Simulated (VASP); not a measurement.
A run of VASP 6.6.1:

Contents of INCAR:

```
SYSTEM = MgB2
PREC = Accurate ; ENCUT = 520
EDIFF = 1E-6 ; ISMEAR = 1
SIGMA = 0.1 ; LREAL = .FALSE.
LASPH = .TRUE. ; NELM = 100
ALGO = Normal ; ISIF = 2
LWAVE = .FALSE. ; LCHARG = .FALSE.
GGA = PS ; ICORELEVEL = 1
KPAR = 8
```

The input KPOINTS:

```
regular mesh
0
G
  7 7 7
  0 0 0
```

The input POSCAR:

```
MgB2
1.0
   -4.6275000000      2.6716883710      3.5230000000
    4.6275000000     -2.6716883710      3.5230000000
    4.6275000000      8.0150651120    -10.5690000000
Mg B
12 24
Direct
    0.0000000000      0.0000000000      0.0000000000
    0.5000000000      0.5000000000      0.0000000000
    0.5000000000      0.0000000000      0.1666666667
    0.0000000000      0.5000000000      0.1666666667
    0.0000000000      0.0000000000      0.3333333333
    0.5000000000      0.5000000000      0.3333333333
    0.5000000000      0.0000000000      0.5000000000
    1.0000000000      0.5000000000      0.5000000000
    0.0000000000      0.0000000000      0.6666666667
    0.5000000000      0.5000000000      0.6666666667
    0.5000000000      0.0000000000      0.8333333333
    0.0000000000      0.5000000000      0.8333333333
    0.5833333334      0.4166666667      0.1666666667
    0.0833333334      0.9166666667      0.1666666667
    0.0833333334      0.4166666667      0.3333333333
    0.5833333334      0.9166666667      0.3333333333
    0.5833333334      0.4166666667      0.5000000000
    0.0833333334      0.9166666667      0.5000000000
    0.0833333333      0.4166666666      0.6666666667
    0.5833333334      0.9166666667      0.6666666667
    0.5833333333      0.4166666666      0.8333333333
    0.0833333334      0.9166666667      0.8333333333
    0.0833333334      0.4166666667      0.0000000000
    0.5833333334      0.9166666667      1.0000000000
    0.4166666667      0.5833333334      0.1666666667
    0.9166666667      0.0833333334      0.1666666667
    0.9166666667      0.5833333334      0.3333333333
    0.4166666667      0.0833333334      0.3333333333
    0.4166666667      0.5833333334      0.5000000000
    0.9166666667      0.0833333334      0.5000000000
    0.9166666667      0.5833333334      0.6666666667
    0.4166666667      0.0833333334      0.6666666667
    0.4166666667      0.5833333334      0.8333333333
    0.9166666667      0.0833333334      0.8333333333
    0.9166666667      0.5833333334      1.0000000000
    0.4166666666      0.0833333334      1.0000000000
```

Potentials or basis: VASP PAW PBE potentials, release 64 (Mg, B).

Launch:

```sh
$ cat potpaw_PBE.64/Mg/POTCAR potpaw_PBE.64/B/POTCAR > POTCAR
$ mpirun -np 8 vasp_std > vasp.out
```

Hardware: 8 MPI ranks on Intel(R) Xeon(R) Platinum 8488C (Sapphire Rapids), on a shared host.

Question: How long does it take, and how much memory?

Answer: Run time: 5.3 min on 8 MPI ranks on Intel(R) Xeon(R) Platinum 8488C (Sapphire Rapids), on a shared host, peak memory 1.3 GiB a rank. Counts: scf iterations 13, k points 64.
